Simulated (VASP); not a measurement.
Input of a VASP 6.6.1 run:

File POSCAR:

```
Te2Mo
1.0
    3.4718693756      0.0000000000      0.0000000000
   -1.7359346878      3.0067270821      0.0000000000
    0.0000000000      0.0000000000     35.5787888000
  Te              Mo
     6     3
Direct
     0.3333333300000021    0.6666666699999979    0.2556093283700562
     0.3333333300000021    0.6666666699999979    0.3567290258399538
     0.6666666699999979    0.3333333300000021    0.4493955476419416
     0.6666666699999979    0.3333333300000021    0.5506044523580584
     0.3333333300000021    0.6666666699999979    0.6432709741600462
     0.3333333300000021    0.6666666699999979    0.7443906716299438
     0.6666666699999979    0.3333333300000021    0.3060879038427800
     0.3333333300000021    0.6666666699999979    0.5000000000000000
     0.6666666699999979    0.3333333300000021    0.6939120961572200
```

File INCAR.step1:

```
SYSTEM = Te2Mo
  PREC = Accurate
  ENCUT = 600
  EDIFF = 1E-8
  ISMEAR = 0
  SIGMA = 0.03
  LREAL = .FALSE.
  LASPH = .TRUE.
  NELM = 80
  ALGO = Normal
  ISIF = 2
  LWAVE = .FALSE.
  LCHARG = .FALSE.
  LATTICE_CONSTRAINTS = .TRUE. .TRUE. .FALSE.
  KPAR = 4
  IBRION = 2
  NSW = 40
  EDIFFG = -0.002
```

The input INCAR.step2:

```
SYSTEM = Te2Mo
  PREC = Accurate
  ENCUT = 600
  EDIFF = 1E-8
  ISMEAR = 0
  SIGMA = 0.03
  LREAL = .FALSE.
  LASPH = .TRUE.
  NELM = 80
  ALGO = Normal
  ISIF = 2
  LWAVE = .FALSE.
  LCHARG = .FALSE.
  LATTICE_CONSTRAINTS = .TRUE. .TRUE. .FALSE.
  KPAR = 4
  IBRION = 6
  NFREE = 2
  POTIM = 0.015
  NSW = 1
```

Contents of KPOINTS:

```
regular mesh
0
G
  12 12 1
  0 0 0
```

Potentials or basis: VASP PAW LDA potentials, release 64 (Te, Mo_sv).

The run is started by

```sh
$ cat potpaw_LDA.64/Te/POTCAR potpaw_LDA.64/Mo_sv/POTCAR > POTCAR
$ cp INCAR.step1 INCAR
$ mpirun -np 4 vasp_std > vasp.out
$ cp CONTCAR POSCAR
$ cp INCAR.step2 INCAR
$ mpirun -np 4 vasp_std > vasp.out
```

What does it give for the highest phonon frequency at Γ, LO-TO splitting left out?

298 cm⁻¹.

Step by step:
```csv
step,energy change (eV),largest force (eV/Å),pressure (GPa),volume (Å³)
1,0.0000,0.0045,-0.02,371.41
2,0.0000,0.0033,-0.03,371.41
3,0.0000,0.0046,-0.03,371.41
4,0.0000,0.0069,-0.03,371.41
5,0.0000,0.0057,-0.03,371.41
6,0.0000,0.0029,-0.03,371.41
7,0.0000,0.0035,-0.03,371.41
8,0.0000,0.0055,-0.03,371.41
9,0.0000,0.0054,-0.03,371.41
10,0.0000,0.0052,-0.03,371.41
11,0.0000,0.0048,-0.02,371.41
12,0.0000,0.0040,-0.02,371.41
13,-0.0001,0.0024,-0.02,371.41
14,-0.0001,0.0041,-0.01,371.41
15,-0.0001,0.0056,0.00,371.41
16,-0.0001,0.0078,-0.01,371.41
17,-0.0001,0.0035,0.00,371.41
18,-0.0001,0.0022,0.00,371.41
19,-0.0001,0.0019,-0.01,371.41
```

The run has no spin-orbit coupling, so splittings on Te are missing.
